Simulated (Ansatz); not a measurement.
**Carbon, A15 under PBEsol: relaxation and energy**

Aim: take carbon in the A15 structure, relax it, then solve it on a dense k-mesh. Spin polarisation is left out. The k-meshes are 7×7×7 for the relaxation; 9×9×9 for the dense run.

Program: Ansatz 0.2.0. Level of theory: DFT PBEsol, plane waves (420 eV) with PAW, scalar-relativistic; the PAW data stem from PBE, with regenerated cores. These are calculated values, not measurements.

### 1 Starting point

It takes space group Pm-3n (No. 223, cubic). The conventional cell has a = 3.755 Å, b = 3.755 Å, c = 3.755 Å, α = 90.00°, β = 90.00°, γ = 90.00°. C (site symmetry m-3) is surrounded by 12 C at 2.10 Å. Around C (site symmetry -4m2) lie 6 C at 1.88 to 2.10 Å.

As a file:

```
CELL_PARAMETERS angstrom
3.75460 0.00000 0.00000
0.00000 3.75460 0.00000
0.00000 0.00000 3.75460
ATOMIC_POSITIONS crystal
C 0.00000 0.00000 0.00000
C 0.50000 0.50000 0.50000
C 0.25000 0.00000 0.50000
C 0.75000 0.00000 0.50000
C 0.50000 0.25000 0.00000
C 0.50000 0.75000 0.00000
C 0.00000 0.50000 0.25000
C 0.00000 0.50000 0.75000
```

### 2 Relaxing cell and atoms

Contents of input.yaml:

```yaml
crystal:
  lattice:
    - [3.7546000832, 0.0, 0.0]
    - [0.0, 3.7546000832, 0.0]
    - [0.0, 0.0, 3.7546000832]
  atoms:
    - { symbol: C, position: [0.0, 0.0, 0.0] }
    - { symbol: C, position: [0.5, 0.5, 0.5] }
    - { symbol: C, position: [0.25, 0.0, 0.5] }
    - { symbol: C, position: [0.75, 0.0, 0.5] }
    - { symbol: C, position: [0.5, 0.25, 0.0] }
    - { symbol: C, position: [0.5, 0.75, 0.0] }
    - { symbol: C, position: [0.0, 0.5, 0.25] }
    - { symbol: C, position: [0.0, 0.5, 0.75] }
hamiltonian:
  xc: pbesol
  pseudopotentials:
    kind: paw
    azcp:
      C: "pseudopotentials/C.paw.azcp"
basis:
  ecutwfc: 420
  fft_grid_basis: typed
kpoints:
  mp_grid: { grid: [7, 7, 7], shift: [0, 0, 0] }
magnetization:
  spin_polarized: false
scf:
  occupations: { method: fermi_dirac, width: 0.1 }
relax:
  max_steps: 60
  f_tol: 0.01
  cell: {}
output:
  write_density: true
  write_potential: true
  elf: true
  volumetric_format: npy
```

The run is started by

```console
ansatz run input.yaml --threads 4 --pin off --max-ram 8192MiB --backend cpu --events-out ev --progress --plain --runs-dir out
```

Standard output:

```text
Warning: <dir> the record states the generating functional pbe (its physics header spells it `PBE`), which answers neither for hamiltonian.xc's functional nor for the pbesol family's — results may be inconsistent (PPs are generated against a specific XC)
Warning: RAYON_NUM_THREADS=4 ignored (pool sized by the plan → 4); use --threads N
Engine: ansatz 0.2.0, aarch64-unknown-linux-gnu
Pseudopotentials: kind: paw
Pseudopotential: C, paw, valence charge 4, recommended cutoff 420 eV (normal), <dir>
Functional definition: PBEsol
  exchange = pbesol_x
  correlation = pbesol_c
Crystal: 8 atoms, lattice volume = 52.929 Å³
Basis set: ecut = 420 eV, 1021 PW (Γ), exchange–correlation on 54×54×54 points (8 copies of the dense FFT grid, shifted against one another)
Bands: 24, of which v1, the nominal top of the filled ones, is band 16 counted from 1 (15 counted from 0)
Symmetry: 48 space group operations
Space group: Pm-3n (ITA 223), of the structure as read, at distance tolerance 3.8e-5 Å
k-points: 20 of 343
Non-local potential: C, projectors of the file, l = 0: 2, l = 1: 2, l = 2: 1
PAW form: soft (Blöchl's): semilocal exchange-correlation on the pseudo side does not see the compensation charge
PAW frozen core: C, regenerated for the run's functional, and the local potential with it (the file was generated under x = pbe(κ = 0.804, μ = 0.2195149727645171), c = pbe(β = 0.06672455060314922))
PAW one-centre angular grid: C, 110 points (default); XC on 64 Gauss nodes
Initial density: superposition of atomic densities (neutral atoms: chi_scale 0, normalization atom), corrected by the library's trained network
Initial wavefunctions: pseudopotential atomic-orbital guess
Functional: x = pbesol(κ = 0.804, μ = 0.12345679012345678), c = pbesol(β = 0.046)
SCF iter   1: F=—  HF=-1937.902201 eV  |F-HF|=—  |Δ(HF+E_count)|=         —  Δρ=9.16e-3  dr2=3.60e-2  ethr=1.77e-3  ⟨swp⟩=4.2  Hψ=1973  notcnv=0
preconditioner: auto → Kerker (q_TF=auto, 2.509 Å⁻¹)  [metal: Δε(μ)=0.025 eV  Ē_g=9.989 eV  σ=0.100 eV  W_gap=0.06  n_scr=18 (ndim 8)  ℏωp=28.9 eV  f_vac=0.000  D(μ)=2.59/eV (n_scr^D=26)]
SCF iter   2: F=—  HF=-1937.893613 eV  |F-HF|=—  |Δ(HF+E_count)|=   8.59e-3  Δρ=4.75e-3  dr2=9.00e-3  ethr=1.13e-4  ⟨swp⟩=1.0  Hψ=640  notcnv=0
SCF iter   3: F=—  HF=-1937.890658 eV  |F-HF|=—  |Δ(HF+E_count)|=   2.95e-3  Δρ=5.05e-4  dr2=8.47e-5  ethr=2.81e-5  ⟨swp⟩=2.6  Hψ=799  notcnv=0
SCF iter   4: F=—  HF=-1937.890651 eV  |F-HF|=—  |Δ(HF+E_count)|=   6.54e-6  Δρ=5.97e-5  dr2=6.92e-7  ethr=2.65e-7  ⟨swp⟩=2.4  Hψ=792  notcnv=0
iter 5 did not close the SCF: its close was put off for the readings that it lacked (scf_convergence_deferred on its scf_iter line)
SCF iter   5: F=-1937.890651 eV  HF=-1937.890651 eV  |F-HF|=3.39e-9  |Δ(HF+E_count)|=   8.71e-8  Δρ=9.85e-6  dr2=2.68e-8  ethr=2.16e-9  ⟨swp⟩=2.3  Hψ=799  notcnv=0
SCF iter   6: F=-1937.890651 eV  HF=-1937.890651 eV  |F-HF|=3.87e-11  |Δ(HF+E_count)|=   1.23e-9  Δρ=8.11e-7  dr2=1.50e-10  ethr=8.39e-11  ⟨swp⟩=5.0  Hψ=2246  notcnv=0
SCF 1 converged in 6 iterations: F = -1937.890651 eV  dr2 = 1.50e-10
relax step   1: F+E_penalty+E_count = -1937.89065144 eV  Δ(F+E_penalty+E_count) = +0.000e0 eV  max|allowed force component| = 4.510e-17 eV/Å  Δτ_max = 0.0000 Å  P = +9.756 GPa  Ω = 52.929 Å³  (6 SCF iters, dr2 threshold 1.00e-7 eV, accepted)
Crystal: 8 atoms, lattice volume = 54.260 Å³
Basis set: ecut = 420 eV, 1045 PW (Γ), exchange–correlation on 54×54×54 points (8 copies of the dense FFT grid, shifted against one another)
Initial density: handed on by an earlier stage of this run
Initial wavefunctions: those handed on with the density
iter 1 solved again at ethr=3.32e-6 eV; its pass at ethr=3.10e-3 eV (dr2=1.06e-3 eV) is discarded
SCF iter   1: F=—  HF=-1937.946002 eV  |F-HF|=—  |Δ(HF+E_count)|=         —  Δρ=1.57e-3  dr2=9.89e-4  ethr=3.32e-6  ⟨swp⟩=2.1  Hψ=2548  notcnv=0
preconditioner: auto → Kerker (q_TF=auto, 2.498 Å⁻¹)  [metal: Δε(μ)=0.033 eV  Ē_g=9.786 eV  σ=0.100 eV  W_gap=0.08  n_scr=18 (ndim 8)  ℏωp=28.5 eV  f_vac=0.000  D(μ)=2.61/eV (n_scr^D=26)]
SCF iter   2: F=—  HF=-1937.945920 eV  |F-HF|=—  |Δ(HF+E_count)|=   8.24e-5  Δρ=8.84e-4  dr2=3.07e-4  ethr=3.09e-6  ⟨swp⟩=1.0  Hψ=480  notcnv=0
SCF iter   3: F=—  HF=-1937.945834 eV  |F-HF|=—  |Δ(HF+E_count)|=   8.57e-5  Δρ=7.71e-5  dr2=1.83e-6  ethr=9.58e-7  ⟨swp⟩=2.4  Hψ=819  notcnv=0
iter 4 did not close the SCF: its close was put off for the readings that it lacked (scf_convergence_deferred on its scf_iter line)
SCF iter   4: F=-1937.945835 eV  HF=-1937.945835 eV  |F-HF|=2.21e-8  |Δ(HF+E_count)|=   4.95e-7  Δρ=1.76e-5  dr2=6.49e-8  ethr=5.72e-9  ⟨swp⟩=2.5  Hψ=825  notcnv=0
iter 5 did not close the SCF: its close was put off for the readings that it lacked (scf_convergence_deferred on its scf_iter line)
SCF iter   5: F=-1937.945835 eV  HF=-1937.945835 eV  |F-HF|=3.89e-10  |Δ(HF+E_count)|=   2.82e-8  Δρ=1.51e-6  dr2=5.81e-10  ethr=2.03e-10  ⟨swp⟩=1.1  Hψ=503  notcnv=0
SCF iter   6: F=-1937.945835 eV  HF=-1937.945835 eV  |F-HF|=3.18e-12  |Δ(HF+E_count)|=  3.61e-10  Δρ=1.72e-7  dr2=9.98e-12  ethr=1.81e-12  ⟨swp⟩=3.8  Hψ=2130  notcnv=0
SCF 2 converged in 6 iterations: F = -1937.945835 eV  dr2 = 9.98e-12
relax step   2: F+E_penalty+E_count = -1937.94583483 eV  Δ(F+E_penalty+E_count) = -5.518e-2 eV  max|allowed force component| = 1.764e-16 eV/Å  Δτ_max = 0.0000 Å  P = +4.546 GPa  Ω = 54.260 Å³  energy of the carried Pulay correction = -3.847e-3 eV  (6 SCF iters, dr2 threshold 8.00e-7 eV, accepted)
Crystal: 8 atoms, lattice volume = 55.477 Å³
iter 1 solved again at ethr=2.54e-6 eV; its pass at ethr=3.10e-3 eV (dr2=8.12e-4 eV) is discarded
SCF iter   1: F=—  HF=-1937.960445 eV  |F-HF|=—  |Δ(HF+E_count)|=         —  Δρ=1.35e-3  dr2=7.51e-4  ethr=2.54e-6  ⟨swp⟩=2.1  Hψ=2559  notcnv=0
preconditioner: auto → Kerker (q_TF=auto, 2.489 Å⁻¹)  [metal: Δε(μ)=0.099 eV  Ē_g=9.633 eV  σ=0.100 eV  W_gap=0.24  n_scr=18 (ndim 8)  ℏωp=28.2 eV  f_vac=0.000  D(μ)=2.64/eV (n_scr^D=26)]
SCF iter   2: F=—  HF=-1937.960377 eV  |F-HF|=—  |Δ(HF+E_count)|=   6.74e-5  Δρ=7.61e-4  dr2=2.34e-4  ethr=2.35e-6  ⟨swp⟩=1.0  Hψ=480  notcnv=0
SCF iter   3: F=—  HF=-1937.960315 eV  |F-HF|=—  |Δ(HF+E_count)|=   6.25e-5  Δρ=6.67e-5  dr2=1.40e-6  ethr=7.30e-7  ⟨swp⟩=2.4  Hψ=820  notcnv=0
iter 4 did not close the SCF: its close was put off for the readings that it lacked (scf_convergence_deferred on its scf_iter line)
SCF iter   4: F=-1937.960315 eV  HF=-1937.960315 eV  |F-HF|=1.58e-8  |Δ(HF+E_count)|=   4.07e-7  Δρ=1.54e-5  dr2=5.20e-8  ethr=4.37e-9  ⟨swp⟩=2.4  Hψ=808  notcnv=0
iter 5 did not close the SCF: its close was put off for the readings that it lacked (scf_convergence_deferred on its scf_iter line)
SCF iter   5: F=-1937.960315 eV  HF=-1937.960315 eV  |F-HF|=3.12e-10  |Δ(HF+E_count)|=   2.05e-8  Δρ=1.31e-6  dr2=4.58e-10  ethr=1.63e-10  ⟨swp⟩=1.2  Hψ=507  notcnv=0
SCF iter   6: F=-1937.960315 eV  HF=-1937.960315 eV  |F-HF|=3.41e-12  |Δ(HF+E_count)|=  2.69e-10  Δρ=1.59e-7  dr2=9.83e-12  ethr=1.43e-12  ⟨swp⟩=4.0  Hψ=2153  notcnv=0
SCF 3 converged in 6 iterations: F = -1937.960315 eV  dr2 = 9.83e-12
relax step   3: F+E_penalty+E_count = -1937.96031534 eV  Δ(F+E_penalty+E_count) = -1.448e-2 eV  max|allowed force component| = 1.937e-16 eV/Å  Δτ_max = 0.0000 Å  P = +0.239 GPa  Ω = 55.477 Å³  energy of the carried Pulay correction = -7.283e-3 eV  (6 SCF iters, dr2 threshold 8.00e-7 eV, accepted)
[... 13 lines left out ...]
relax step   4: F+E_penalty+E_count = -1937.96017524 eV  Δ(F+E_penalty+E_count) = +1.401e-4 eV  max|allowed force component| = 1.291e-16 eV/Å  Δτ_max = 0.0000 Å  P = +0.006 GPa  Ω = 55.546 Å³  energy of the carried Pulay correction = -7.476e-3 eV  (6 SCF iters, dr2 threshold 1.43e-7 eV, accepted)
[... 12 lines left out ...]
relax step   5: F+E_penalty+E_count = -1937.97017195 eV  Δ(F+E_penalty+E_count) = -9.997e-3 eV  max|allowed force component| = 1.629e-16 eV/Å  Δτ_max = 0.0000 Å  P = +0.340 GPa  Ω = 55.546 Å³  stress off target by 3.40e-1 GPa  SCF on the basis re-selected at this cell (its energy is not comparable with the rows above)  (6 SCF iters)
[... 14 lines left out ...]
relax step   6: F+E_penalty+E_count = -1937.96995437 eV  Δ(F+E_penalty+E_count) = +2.176e-4 eV  max|allowed force component| = 9.411e-17 eV/Å  Δτ_max = 0.0000 Å  P = +0.011 GPa  Ω = 55.648 Å³  energy of the carried Pulay correction = -3.286e-4 eV  (6 SCF iters, dr2 threshold 2.89e-7 eV, accepted)
iter 1 solved again at ethr=4.59e-9 eV; its pass at ethr=3.10e-3 eV (dr2=1.47e-6 eV) is discarded
SCF iter   1: F=—  HF=-1937.970466 eV  |F-HF|=—  |Δ(HF+E_count)|=         —  Δρ=1.33e-5  dr2=1.46e-8  ethr=4.59e-9  ⟨swp⟩=3.1  Hψ=3166  notcnv=0
SCF iter   2: F=—  HF=-1937.970466 eV  |F-HF|=—  |Δ(HF+E_count)|=   4.49e-8  Δρ=7.13e-6  dr2=3.87e-9  ethr=4.55e-11  ⟨swp⟩=1.7  Hψ=547  notcnv=0
iter 3 did not close the SCF: its close was put off for the readings that it lacked (scf_convergence_deferred on its scf_iter line)
SCF iter   3: F=-1937.970466 eV  HF=-1937.970466 eV  |F-HF|=1.00e-11  |Δ(HF+E_count)|=   5.99e-9  Δρ=3.17e-7  dr2=1.26e-11  ethr=1.21e-11  ⟨swp⟩=2.7  Hψ=837  notcnv=0
iter 4 did not close the SCF: its close was put off for the readings that it lacked (scf_convergence_deferred on its scf_iter line)
SCF iter   4: F=-1937.970466 eV  HF=-1937.970466 eV  |F-HF|=4.55e-13  |Δ(HF+E_count)|=  1.14e-11  Δρ=6.50e-8  dr2=9.50e-13  ethr=1.00e-12  ⟨swp⟩=1.0  Hψ=480  notcnv=0
iter 5 did not close the SCF: its close was put off for the readings that it lacked (scf_convergence_deferred on its scf_iter line)
SCF iter   5: F=-1937.970466 eV  HF=-1937.970466 eV  |F-HF|=6.82e-13  |Δ(HF+E_count)|=    0.00e0  Δρ=4.19e-9  dr2=4.47e-15  ethr=1.00e-12  ⟨swp⟩=1.0  Hψ=480  notcnv=0
iter 6 did not close the SCF: its close was put off for the readings that it lacked (scf_convergence_deferred on its scf_iter line)
SCF iter   6: F=-1937.970466 eV  HF=-1937.970466 eV  |F-HF|=0.00e0  |Δ(HF+E_count)|=  9.09e-13  Δρ=1.28e-9  dr2=1.11e-15  ethr=1.00e-12  ⟨swp⟩=1.0  Hψ=480  notcnv=0
SCF iter   7: F=-1937.970466 eV  HF=-1937.970466 eV  |F-HF|=4.55e-13  |Δ(HF+E_count)|=  9.09e-13  Δρ=2.11e-10  dr2=2.31e-17  ethr=1.00e-12  ⟨swp⟩=2.1  Hψ=1120  notcnv=0
SCF 7 converged in 7 iterations: F = -1937.970466 eV  dr2 = 2.31e-17
relax step   7: F+E_penalty+E_count = -1937.97046560 eV  Δ(F+E_penalty+E_count) = -5.112e-4 eV  max|allowed force component| = 9.223e-17 eV/Å  Δτ_max = 0.0000 Å  P = +0.017 GPa  Ω = 55.648 Å³  stress off target by 1.68e-2 GPa  SCF on the basis re-selected at this cell (its energy is not comparable with the rows above)  (7 SCF iters)
basis re-selected at this cell: Δ(F+E_penalty+E_count) = -5.112e-4 eV, ΔP = +0.006 GPa vs the last step (what re-selecting the basis moved, of the pressure what is left beyond the Pulay correction that the steps carried, after the strain that the cell walked since its last selection, with what the two solves' SCF thresholds leave and, on support functions, any second-order correction that the steps lacked; it is no measure of the basis error at this ecutwfc). This SCF's stress stands 1.68e-2 GPa from its target on what of the cell is left free (relax.cell.stress_tol is 5.00e-2 GPa) and its largest allowed force component is 9.22e-17 eV/Å (relax.f_tol is 1.00e-2 eV/Å): within both
SCF converged after 7 iterations
Free energy (F): -1937.970466 eV
Harris-Foulkes:  -1937.970466 eV  (|F-HF|=4.55e-13)
Internal energy: -1937.884533 eV  (E = F + TS)
E sigma→0 (E₀):  -1937.927500 eV
Entropy (-TS):   -0.085932 eV (-10.742 meV/atom)
Fermi energy:    11.222805 eV
--- Per-component energies (eV) ---
  E_band       = 120.181365
  E_kinetic    = 625.701433
  E_local      = -328.253232  (includes V_loc(G=0)·N_el)
  E_nonlocal   = 228.427557
  E_hartree    = 42.649954
  E_xc         = -369.076051
  E_vxc        = -457.964694  (∫ρ·V_xc dr)
  E_paw        = -746.274380  (= ΣΔE_a)
  E_vpaw       = -33.029618  (= ΣTr[D̂ρ^β])
  E_aug_tail   = 0.000011  (compensation charges beyond the density's cutoff)
  E_ewald      = -1391.228630
  E_core_change = 0.168804  (= ΣΔE_core)
  E_smearing   = -0.085932  (= −TS)
  E_closure    = 0.000000  (closes the sum)
  Σ components = -1937.970466   (vs F -1937.970466, Δ=0.00e0)
--- Forces (eV/Å), atoms counted from 1 ---
  atom   1  C      0.00000000     0.00000000    -0.00000000
  atom   2  C     -0.00000000     0.00000000     0.00000000
  atom   3  C      0.00000000    -0.00000000     0.00000000
  atom   4  C     -0.00000000     0.00000000    -0.00000000
  atom   5  C      0.00000000    -0.00000000    -0.00000000
  atom   6  C     -0.00000000    -0.00000000     0.00000000
  atom   7  C     -0.00000000    -0.00000000     0.00000000
  atom   8  C      0.00000000     0.00000000    -0.00000000
  max |Σ_I F_I| component: 7.86e-17 eV/Å
--- Stress (GPa, compression-positive) ---
        0.016810       0.000000      -0.000000
        0.000000       0.016810      -0.000000
       -0.000000      -0.000000       0.016810
  P = ⅓ Tr σ = 0.0168 GPa (0.168 kbar)
--- Band table (eV; the first three rows and the last of 20) ---
  k-point 0: bands = ["-8.2886", "-0.4155", "-0.4155", "-0.3701", "0.8496", "0.8496", "0.8496", "5.7653", "5.7653", "7.1541", "7.7273", "7.7273", "7.7273", "8.3213", "8.3213", "8.3213", "10.0308", "10.0308", "10.0308", "10.7562", "14.1671", "14.1671", "14.1671", "15.6105"]
  k-point 1: bands = ["-8.1125", "-2.0726", "-0.2605", "-0.2274", "1.0247", "1.0247", "2.8038", "4.8091", "4.9711", "6.5843", "6.7229", "6.7229", "8.2382", "8.2382", "9.2981", "9.4026", "10.1791", "10.5528", "11.2992", "11.2992", "13.3562", "13.3562", "13.8639", "15.8449"]
  k-point 2: bands = ["-7.5849", "-3.9325", "0.2027", "0.2446", "1.5481", "1.5481", "3.3124", "3.4595", "5.0705", "5.0705", "5.5579", "6.8587", "8.5995", "8.5995", "9.1995", "10.6153", "11.5100", "11.8219", "11.8219", "11.8294", "13.1067", "13.4598", "13.4598", "14.3628"]
  k-point 19: bands = ["-3.5939", "-2.4290", "-2.4290", "-2.3481", "-1.2667", "-1.2667", "-1.1390", "-0.0634", "10.5351", "10.5351", "10.7874", "11.5384", "11.5686", "11.5686", "11.8345", "12.1042", "12.1042", "12.9056", "13.0065", "13.0065", "13.1833", "13.6455", "13.6455", "14.1496"]
--- Relaxed structure (5 steps of the walk, 5 accepted, 2 SCFs on fresh bases) ---
  F+E_penalty+E_count = -1937.97046560 eV   max|allowed force component| = 9.223e-17 eV/Å   (the final SCF, on the basis selected at the relaxed cell)
  cell:  # Å, volume = 55.6478 Å³
    - [3.8178245175839916, -1.4444474582904267e-34, 4.49383653690355e-34]
    - [8.18520226364575e-34, 3.8178245175839916, 0.0]
    - [4.49383653690355e-34, 0.0, 3.8178245175839916]
  atoms:
    - { symbol: C, position: [2.1552085972319716e-34, 9.016735884911696e-35, 1.48275212329659e-35] }
    - { symbol: C, position: [0.5, 0.5, 0.5] }
    - { symbol: C, position: [0.25, -6.585556727794764e-35, 0.5] }
    - { symbol: C, position: [0.75, 1.3224545964537154e-35, 0.5] }
    - { symbol: C, position: [0.5, 0.25, 2.765132338039587e-35] }
    - { symbol: C, position: [0.5, 0.75, -5.249744004104143e-35] }
    - { symbol: C, position: [-2.112379101778641e-34, 0.5, 0.25] }
    - { symbol: C, position: [-8.299988870356442e-35, 0.5, 0.75] }
```

It took 3.3 s on 4 threads of Arm Neoverse V2, shared host; peak memory 0.32 GiB.

Relaxation path:

```csv
step,energy change (meV/atom),largest force (eV/Å),pressure (GPa),volume (Å³/atom)
1,0.00,0.0000,9.76,6.616
2,-6.90,0.0000,4.55,6.782
3,-8.71,0.0000,0.24,6.935
4,-8.69,0.0000,0.01,6.943
5,-9.94,0.0000,0.34,6.943
6,-9.91,0.0000,0.01,6.956
7,-9.98,0.0000,0.02,6.956
```

Steps that repeat a cell are solved on a basis chosen anew, so their changes of energy are no gain of the relaxation.

The cell of the run, before and after:

|  | before | after | change |
| --- | --- | --- | --- |
| a (Å) | 3.755 | 3.818 | +1.7 % |
| b (Å) | 3.755 | 3.818 | +1.7 % |
| c (Å) | 3.755 | 3.818 | +1.7 % |
| volume (Å³/atom) | 6.616 | 6.956 | +5.1 % |
| shortest distance (Å) | 1.877 | 1.909 | +1.7 % |
| space group (spins left aside) | Pm-3n | Pm-3n | same |

### 3 Single point on a dense mesh

Contents of input.yaml:

```yaml
crystal:
  lattice:
    - [3.8178245176, 0.0, 0.0]
    - [0.0, 3.8178245176, 0.0]
    - [0.0, 0.0, 3.8178245176]
  atoms:
    - { symbol: C, position: [0.0, 0.0, 0.0] }
    - { symbol: C, position: [0.5, 0.5, 0.5] }
    - { symbol: C, position: [0.25, 1.0, 0.5] }
    - { symbol: C, position: [0.75, 0.0, 0.5] }
    - { symbol: C, position: [0.5, 0.25, 0.0] }
    - { symbol: C, position: [0.5, 0.75, 1.0] }
    - { symbol: C, position: [1.0, 0.5, 0.25] }
    - { symbol: C, position: [1.0, 0.5, 0.75] }
hamiltonian:
  xc: pbesol
  pseudopotentials:
    kind: paw
    azcp:
      C: "pseudopotentials/C.paw.azcp"
basis:
  ecutwfc: 420
  fft_grid_basis: typed
kpoints:
  mp_grid: { grid: [9, 9, 9], shift: [0, 0, 0] }
magnetization:
  spin_polarized: false
scf:
  occupations: { method: fermi_dirac, width: 0.1 }
```

The run is started by

```console
ansatz run input.yaml --threads 4 --pin off --max-ram 8192MiB --backend cpu --events-out ev --progress --plain --runs-dir out
```

Standard output, shortened:

```text
Warning: <dir> the record states the generating functional pbe (its physics header spells it `PBE`), which answers neither for hamiltonian.xc's functional nor for the pbesol family's — results may be inconsistent (PPs are generated against a specific XC)
Warning: RAYON_NUM_THREADS=4 ignored (pool sized by the plan → 4); use --threads N
[...]
Pseudopotentials: kind: paw
Pseudopotential: C, paw, valence charge 4, recommended cutoff 420 eV (normal), <dir>
Functional definition: PBEsol
[...]
Crystal: 8 atoms, lattice volume = 55.648 Å³
Basis set: ecut = 420 eV, 1045 PW (Γ)
Bands: 24, of which v1, the nominal top of the filled ones, is band 16 counted from 1 (15 counted from 0)
Symmetry: 48 space group operations
Space group: Pm-3n (ITA 223), of the structure as read, at distance tolerance 3.8e-5 Å
k-points: 35 of 729
[...]
SCF iter   1: F=—  HF=-1937.934668 eV  |F-HF|=—  |Δ(HF+E_count)|=         —  Δρ=8.44e-3  dr2=3.40e-2  ethr=1.77e-3  ⟨swp⟩=4.1  Hψ=3405  notcnv=0
[...]
SCF iter   6: F=-1937.923630 eV  HF=-1937.923630 eV  |F-HF|=5.32e-11  |Δ(HF+E_count)|=   1.23e-9  Δρ=8.69e-7  dr2=1.86e-10  ethr=8.55e-11  ⟨swp⟩=1.0  Hψ=2290  notcnv=0
[...]
SCF converged after 6 iterations
Free energy (F): -1937.923630 eV
[...]
E sigma→0 (E₀):  -1937.872651 eV
Entropy (-TS):   -0.101958 eV (-12.745 meV/atom)
Fermi energy:    11.184363 eV
[...]
```

Run time: 0.55 s. Hardware: 4 threads of Arm Neoverse V2, shared host; peak memory 0.32 GiB.

### 4 Outcome

| quantity | value |
| --- | --- |
| space group (spins left aside) | Pm-3n (No. 223) |
| conventional cell | a = 3.818 Å |
| volume | 6.956 Å³/atom |
| shortest distance | 1.909 Å |
| gap on the mesh | none (levels filled in part) |
| relative to graphite | +4457 meV/atom |

From the guessed start the volume grew by 5.1 % in 7 steps. It lies 4457 meV/atom above the element's reference form at the same level (graphite, from a run of its own), so it is far from stable. Levels at the Fermi energy are filled in part, as in a metal. Relaxation kept the symmetry; phonons were not checked.
